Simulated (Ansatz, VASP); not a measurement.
# Ni: VASP beside Ansatz

Contents of INCAR:

```
SYSTEM = Ni
PREC = Accurate
ENCUT = 520
EDIFF = 1E-6
ISMEAR = 1
SIGMA = 0.1
LREAL = .FALSE.
LASPH = .TRUE.
NELM = 100
ALGO = Normal
ISIF = 2
LWAVE = .FALSE.
LCHARG = .TRUE.
GGA = PE
LELF = .TRUE.
LVHAR = .TRUE.
NBANDS = 11
```

File KPOINTS:

```
Automatic mesh
0
G
  15 15 15
  0 0 0
```

The input POSCAR:

```
Ni
1.0
    0.0000000000      1.7572466680      1.7572466680
    1.7572466680      0.0000000000      1.7572466680
    1.7572466680      1.7572466680      0.0000000000
Ni
1
Direct
    0.0000000000      0.0000000000      0.0000000000
```

Input for Ansatz:

```yaml
crystal:
  lattice:
    - [0.0, 1.757246668, 1.757246668]
    - [1.757246668, 0.0, 1.757246668]
    - [1.757246668, 1.757246668, 0.0]
  atoms:
    - { symbol: Ni, position: [0.0, 0.0, 0.0] }
hamiltonian:
  xc: pbe
  pseudopotentials:
    kind: paw
    azcp:
      Ni: "pseudopotentials/Ni.paw.azcp"
basis:
  ecutwfc: 420
  fft_grid_basis: typed
kpoints:
  mp_grid: { grid: [15, 15, 15], shift: [0, 0, 0] }
magnetization:
  spin_polarized: false
scf:
  occupations: { method: methfessel_paxton, width: 0.1 }
  lower_state_search: "off"
output:
  stress: true
```

Alike in both runs: task single point; functional PBE; k mesh 15 × 15 × 15; occupations methfessel-paxton of order 1, width 0.1 eV; no spin polarisation.

```csv
,VASP,Ansatz
version,VASP 6.6.1,Ansatz 0.2.0
potentials or method,"VASP PAW PBE potentials, release 64 (Ni)","plane waves (420 eV) with PAW, scalar-relativistic"
plane-wave cutoff (eV),520,420
valence electrons in the cell,10,18
```

|  | VASP | Ansatz | Ansatz less VASP |
| --- | --- | --- | --- |
| pressure (GPa) | -0.7 | -0.7 | 0.00 |

The two sets of potentials don't hold the same shells in valence.

Caveats: the run has no spin polarisation, though such a crystal can be magnetic. Spin polarisation is off, so any magnetic state and its effect on volume and gap are missing.
